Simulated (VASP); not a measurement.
# Pt (P6_3/mmc) in VASP: notebook

Aim: see how the results for Pt move with the level of theory and the settings. Levels: PBEsol, RPBE. Tasks: relaxation of cell and atoms, single point.

Everything below comes from runs of VASP 6.6.1. Logs are shortened: lines on timing, memory, paths and dates and some standing lists are left out, and cuts for length are marked.

## Step 1: The structure

It takes space group P6_3/mmc (No. 194, hexagonal). The conventional cell has a = 2.774 Å, b = 2.774 Å, c = 4.531 Å, α = 90.00°, β = 90.00°, γ = 120.00°. Pt (site symmetry -6m2) has 12 Pt at 2.77 Å as nearest neighbours.

This isn't the form of Pt at room conditions, which is fcc.

## Step 2: Relaxation of cell and atoms, PBEsol

The input, INCAR:

```
ALGO = Normal
EDIFF = 1E-7
EDIFFG = -0.005
ENCUT = 600
GGA = PS
IBRION = 2
ISIF = 3
ISMEAR = 0
LASPH = T
LCHARG = F
LREAL = F
LWAVE = F
NELM = 80
NSW = 90
PREC = Accurate
SIGMA = 0.1
```

The input, KPOINTS:

```
k-points
0
Gamma
  6 6 4
```

The input, POSCAR:

```
Pt
1.0
    2.7743674600      0.0000000000      0.0000000000
   -1.3871837300      2.4026727000      0.0000000000
    0.0000000000      0.0000000000      4.5305420600
Pt
2
Direct
    0.3333333300      0.6666666700      0.2500000000
    0.6666666700      0.3333333300      0.7500000000
```

Potentials or basis: VASP PAW PBE potentials, release 64 (Pt).

On the command line:

```bash
$ cat potpaw_PBE.64/Pt/POTCAR > POTCAR
$ mpirun -np 1 vasp_std > vasp.out
```

OUTCAR:

```text
EDIFF = 1E-7
   EDIFFG = -0.005
   ENCUT = 600
   GGA = PS
   IBRION = 2
   ISIF = 3
   ISMEAR = 0
   LASPH = T
   LREAL = F
   NELM = 80
   NSW = 90
   PREC = Accurate

 ion  position               nearest neighbor table
   1  0.333  0.667  0.250-   2 2.77   2 2.77   2 2.77   2 2.77   2 2.77   2 2.77
   2  0.667  0.333  0.750-   1 2.77   1 2.77   1 2.77   1 2.77   1 2.77   1 2.77

  LATTYP: Found a hexagonal cell.
 ALAT       =     2.7743674600
 C/A-ratio  =     1.6329999992

  Lattice vectors:

 A1 = (   2.7743674600,   0.0000000000,   0.0000000000)
 A2 = (  -1.3871837300,   2.4026727000,   0.0000000000)
 A3 = (   0.0000000000,   0.0000000000,   4.5305420600)

Analysis of symmetry for initial positions (statically):
=====================================================================
 Subroutine PRICEL returns:
 Original cell was already a primitive cell.

 Routine SETGRP: Setting up the symmetry group for a
 hexagonal supercell.

 Subroutine GETGRP returns: Found 24 space group operations
 (whereof 12 operations were pure point group operations)
 out of a pool of 24 trial point group operations.

The static configuration has the point symmetry D_3d.
 The point group associated with its full space group is D_6h.

Analysis of symmetry for dynamics (positions and initial velocities):
=====================================================================
 Subroutine PRICEL returns:
 Original cell was already a primitive cell.

 Routine SETGRP: Setting up the symmetry group for a
 hexagonal supercell.

 Subroutine GETGRP returns: Found 24 space group operations
 (whereof 12 operations were pure point group operations)
 out of a pool of 24 trial point group operations.

The dynamic configuration has the point symmetry D_3d.
 The point group associated with its full space group is D_6h.

 Subroutine INISYM returns: Found 24 space group operations
 (whereof 12 operations are pure point group operations),
 and found     1 'primitive' translations

----------------------------------------------------------------------------------------

                                     Primitive cell

  volume of cell :      30.2001

  direct lattice vectors                    reciprocal lattice vectors
     2.774367460  0.000000000  0.000000000     0.360442520  0.208101586  0.000000000
    -1.387183730  2.402672700  0.000000000     0.000000000  0.416203172  0.000000000
     0.000000000  0.000000000  4.530542060     0.000000000  0.000000000  0.220724140

  length of vectors
     2.774367460  2.774367460  4.530542060     0.416203172  0.416203172  0.220724140

  position of ions in fractional coordinates (direct lattice)
     0.333333330  0.666666670  0.250000000
     0.666666670  0.333333330  0.750000000

  ion indices of the primitive-cell ions
   primitive index   ion index
                 1           1
                 2           2

----------------------------------------------------------------------------------------

 KPOINTS: k-points

Automatic generation of k-mesh.
 Grid dimensions read from file:
 generate k-points for:    6    6    4

 Generating k-lattice:

  Cartesian coordinates                     Fractional coordinates (reciprocal lattice)
     0.060073753  0.034683598  0.000000000     0.166666667 -0.000000000  0.000000000
     0.000000000  0.069367195  0.000000000     0.000000000  0.166666667  0.000000000
     0.000000000  0.000000000  0.055181035     0.000000000  0.000000000  0.250000000

  Length of vectors
     0.069367195  0.069367195  0.055181035

  Shift w.r.t. Gamma in fractional coordinates (k-lattice)
     0.000000000  0.000000000  0.000000000

 Subroutine IBZKPT returns following result:
 ===========================================

 Found     21 irreducible k-points:

 Following reciprocal coordinates:
            Coordinates               Weight
  0.000000  0.000000  0.000000      1.000000
  0.166667  0.000000  0.000000      6.000000
  0.333333  0.000000  0.000000      6.000000
  0.500000  0.000000  0.000000      3.000000
  0.166667  0.166667  0.000000      6.000000
  0.333333  0.166667  0.000000     12.000000
[... 13 lines left out ...]
  0.333333  0.166667  0.500000     12.000000
  0.333333  0.333333  0.500000      2.000000
   k-points           NKPTS =     21   k-points in BZ     NKDIM =     21   number of bands    NBANDS=     14
   number of dos      NEDOS =    301   number of ions     NIONS =      2
   total plane-waves  NPLWV =  20736
   dimension x,y,z NGX =    24 NGY =   24 NGZ =   36
   dimension x,y,z NGXF=    48 NGYF=   48 NGZF=   72
   ions per type =               2
   NGX,Y,Z   is equivalent  to a cutoff of  14.38, 14.38, 13.21 a.u.
   NGXF,Y,Z  is equivalent  to a cutoff of  28.76, 28.76, 26.42 a.u.
 SYSTEM =  unknown system
   PREC   = accura    normal or accurate (medium, high low for compatibility)
   ISTART =      0    job   : 0-new  1-cont  2-samecut
   ICHARG =      2    charge: 1-file 2-atom 10-const
   ISPIN  =      1    spin polarized calculation?
   LNONCOLLINEAR =      F non collinear calculations
   LSORBIT =      F    spin-orbit coupling
   LASPH  =      T    aspherical Exc in radial PAW
   ENCUT  =  600.0 eV  44.10 Ry    6.64 a.u.   5.54  5.54  9.05*2*pi/ulx,y,z
   NELM   =     80;   NELMIN=  2; NELMDL= -5     # of ELM steps
   EDIFF  = 0.1E-06   stopping-criterion for ELM
   LREAL  =      F    real-space projection
   EDIFFG = -.5E-02   stopping-criterion for IOM
   NSW    =     90    number of steps for IOM
   IBRION =      2    ionic relax: 0-MD 1-quasi-New 2-CG
   NFREE  =      1    steps in history (QN), initial steepest desc. (CG)
   ISIF   =      3    stress and relaxation
   ISYM   =      2    0-nonsym 1-usesym 2-fastsym
   POTIM  = 0.5000    time-step for ionic-motion
   TEBEG  =    0.0;   TEEND  =   0.0 temperature during run
   PSTRESS=    0.0 pullay stress
   NELECT =      20.0000    total number of electrons
   NUPDOWN=      -1.0000    fix difference up-down
   EMIN   =  10.00;   EMAX   =-10.00  energy-range for DOS
   EFERMI =   0.00;   METHOD = LEGACY
   ISMEAR =     0;   SIGMA  =   0.10  broadening in eV -4-tet -1-fermi 0-gaus
   EFERMI_NEDOS =   21; number of points for ismear=-14 and -15
   IALGO  =     38    algorithm
   IMIX   =      4    mixing-type and parameters
     AMIX     =   0.40;   BMIX     =  1.00
     AMIX_MAG =   1.60;   BMIX_MAG =  1.00
  volume/ion in A,a.u.               =      15.10       101.90
  Fermi-wavevector in a.u.,A,eV,Ry     =   1.426971  2.696585 27.704824  2.036247
  Thomas-Fermi vector in A             =   2.547191
   LORBIT       =      0    0 simple, 1 ext, 2 COOP (PROOUT), +10 PAW based schemes
   GGA     = PS    functional components
   LHFCALC =     F    Hartree Fock is set to
   AEXX    =    0.0000 exact exchange contribution
   IVDW    =     0    specifies the selected vdW correction
   LEPSILON=     F    determine dielectric tensor
   LRPA    =     F    only Hartree local field effects (RPA)
 conjugate gradient relaxation of ions
 non-spin polarized calculation
 Gauss-broadening in eV      SIGMA  =   0.10
  energy-cutoff  :      600.00
  volume of cell :       30.20
 maximum number of plane-waves:      1038
 NGX is ok and might be reduce to    24
   NGX = 11   NGY = 11   NGZ = 19

--------------------------------------- Ionic step        1  -------------------------------------------

 number of electron      20.0000002 magnetization

 Free energy of the ion-electron system (eV)
  ---------------------------------------------------
  ext. energy  EPLUGINS =         0.00000000
  ---------------------------------------------------
  free energy    TOTEN  =       -13.85055043 eV

  energy without entropy =      -13.82823595  energy(sigma->0) =      -13.83939319

------------------------ aborting loop because EDIFF is reached ----------------------------------------

  FORCE on cell =-STRESS in cart. coord.  units (eV):
  Direction    XX          YY          ZZ          XY          YZ          ZX
  --------------------------------------------------------------------------------------
  -------------------------------------------------------------------------------------
  Total       -0.9054833     -0.9054833      1.4920432      0.0000000      0.0000000      0.0000000
  in kB      -48.0377064    -48.0377064     79.1558877      0.0000000      0.0000000      0.0000000
  external PRESSURE =      -5.6398417 kB  Pullay stress =       0.0000000 kB

 VOLUME and BASIS-vectors are now :
 -----------------------------------------------------------------------------
  energy-cutoff  :      600.00
  volume of cell :       30.20
      direct lattice vectors                 reciprocal lattice vectors
     2.774367460  0.000000000  0.000000000     0.360442520  0.208101586  0.000000000
    -1.387183730  2.402672700  0.000000000     0.000000000  0.416203172  0.000000000
     0.000000000  0.000000000  4.530542060     0.000000000  0.000000000  0.220724140
[... 253 lines left out ...]
 POSITION                                       TOTAL-FORCE (eV/Angst)
 -----------------------------------------------------------------------------------
     -0.00000      1.57608      1.16758         0.000000      0.000000      0.000000
      1.36493      0.78804      3.50274        -0.000000     -0.000000      0.000000
 -----------------------------------------------------------------------------------
    total drift:                               -0.000001      0.000001     -0.000000

  FREE ENERGIE OF THE ION-ELECTRON SYSTEM (eV)
  ---------------------------------------------------
  free  energy   TOTEN  =       -13.8912665027 eV

  energy  without entropy=      -13.8681804025  energy(sigma->0) =      -13.87972345

--------------------------------------- Ionic step        9  -------------------------------------------

 number of electron      19.9999999 magnetization

 Free energy of the ion-electron system (eV)
  ---------------------------------------------------
  ext. energy  EPLUGINS =         0.00000000
  ---------------------------------------------------
  free energy    TOTEN  =       -13.89126731 eV

  energy without entropy =      -13.86818866  energy(sigma->0) =      -13.87972799

 E-fermi :  11.0536     XC(G=0): -13.6299

 val. band max:       11.0419524522   @ k =   0.1667   0.1667   0.5000
 cond. band min:      11.0844280426   @ k =   0.3333   0.1667   0.0000
 fundamental gap:      0.0424755904
 Fermi energy:        11.0536130671

 k-point     1 :       0.0000    0.0000    0.0000
  band No.  band energies     occupation
      1       0.8050      2.00000
      2       3.5795      2.00000
      3       6.9041      2.00000
      4       7.4188      2.00000
      5       7.4188      2.00000
      6       7.8425      2.00000
      7       7.8425      2.00000
      8       9.0134      2.00000
      9       9.0134      2.00000
     10      10.1709      2.00000
     11      10.8194      1.99907
     12      10.8194      1.99907
     13      16.1972      0.00000
     14      26.0462      0.00000

 k-point     2 :       0.1667    0.0000    0.0000
  band No.  band energies     occupation
      1       1.7920      2.00000
      2       4.4043      2.00000
      3       6.5953      2.00000
      4       7.3040      2.00000
      5       7.4481      2.00000
      6       7.8739      2.00000
      7       8.2068      2.00000
      8       8.5634      2.00000
      9       8.5864      2.00000
     10       8.6779      2.00000
[... 347 lines left out ...]
 POSITION                                       TOTAL-FORCE (eV/Angst)
 -----------------------------------------------------------------------------------
     -0.00000      1.57619      1.16744        -0.000000     -0.000000      0.000000
      1.36502      0.78809      3.50233         0.000000      0.000000      0.000000
 -----------------------------------------------------------------------------------
    total drift:                               -0.000001      0.000001     -0.000000

  FREE ENERGIE OF THE ION-ELECTRON SYSTEM (eV)
  ---------------------------------------------------
  free  energy   TOTEN  =       -13.8912673133 eV

  energy  without entropy=      -13.8681886615  energy(sigma->0) =      -13.87972799

 reached required accuracy - stopping structural energy minimisation
```

Run time: 24 s. Hardware: 1 thread of Intel Xeon 6975P-C (Granite Rapids), shared host; peak memory 0.16 GiB.

Results:

```
Free energy                            : -13.8913 eV
Relaxed volume                         : 15.07 Å³/atom
Relaxed cell                           : a = 2.730 Å, b = 2.730 Å, c = 4.670 Å, α = 90.00°, β = 90.00°, γ = 120.00°
Space group after relaxing (to 0.05 Å) : P6_3/mmc (No. 194)
Energy gained by relaxing              : 20.4 meV/atom
Ionic steps                            : 9
Pressure after relaxing                : 0.0 GPa
Band gap on the k mesh                 : none (metal or under the smearing width)
```

The path:
| step | energy change (eV) | largest force (eV/Å) | pressure (GPa) | volume (Å³) |
| --- | --- | --- | --- | --- |
| 1 | 0.0000 | 0.0000 | -0.56 | 30.20 |
| 2 | -0.0367 | 0.0000 | 2.24 | 29.94 |
| 3 | -0.0401 | 0.0000 | 1.37 | 30.00 |
| 4 | -0.0401 | 0.0000 | 1.32 | 30.00 |
| 5 | -0.0368 | 0.0000 | -3.32 | 30.51 |
| 6 | -0.0407 | 0.0000 | -0.02 | 30.14 |
| 7 | -0.0407 | 0.0000 | -0.05 | 30.14 |
| 8 | -0.0407 | 0.0000 | -0.02 | 30.14 |
| 9 | -0.0407 | 0.0000 | -0.02 | 30.14 |

Final structure:
```
Pt
1.0
     2.73004    0.00000    0.00000
    -1.36502    2.36428    0.00000
     0.00000    0.00000    4.66977
Pt
2
Direct
  0.33333 0.66667 0.25000
  0.66667 0.33333 0.75000
```

Caveat: the k mesh is coarse (spacing up to 0.44 Å⁻¹), so the values aren't converged; the PAW data sets were made with another functional, which shifts forces and pressure a little.

[end of part 1 of 2]
